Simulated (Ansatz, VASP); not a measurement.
One calculation of LiCl, two programs

```xyz
8
Lattice="6.7194 0.0000 0.0000 0.0000 6.7194 0.0000 0.0000 0.0000 3.5655" Properties=species:S:1:pos:R:3 pbc="T T T"
Li    4.4490    4.4490    1.7828
Li    1.0893    5.6301    0.8914
Li    2.2704    2.2704    0.0000
Li    5.6301    1.0893    2.6741
Cl    5.5728    5.5728    0.0000
Cl    2.2130    4.5064    2.6741
Cl    1.1467    1.1467    1.7828
Cl    4.5064    2.2130    0.8914
```

Alike in both runs: functional PBE; k mesh 4 × 4 × 6; occupations gaussian, width 0.02 eV; no spin polarisation.

Ansatz relaxed the structure, and its values are those at the end. VASP's run is a single point on that final structure, the one shown.

|  | VASP | Ansatz |
| --- | --- | --- |
| version | VASP 6.6.1 | Ansatz 0.2.0 |
| potentials or method | VASP PAW PBE potentials, release 64 (Li_sv, Cl) | scalar-relativistic, plane waves, PAW |
| plane-wave cutoff (eV) | 520 | 420 |
| valence electrons in the cell | 40 | 40 |

VASP gave:

| Quantity | Value |
| --- | --- |
| gap on the k mesh at the Fermi level (eV) | 5.77 |
| least direct gap on the mesh (eV) | 5.83 |

**Question.** What did Ansatz give for the same quantities?

**Answer.** gap on the k mesh at the Fermi level (eV): 5.76; least direct gap on the mesh (eV): 5.82.

 A k mesh can miss the band edges. As with any semilocal functional, this PBE gap is likely too small.
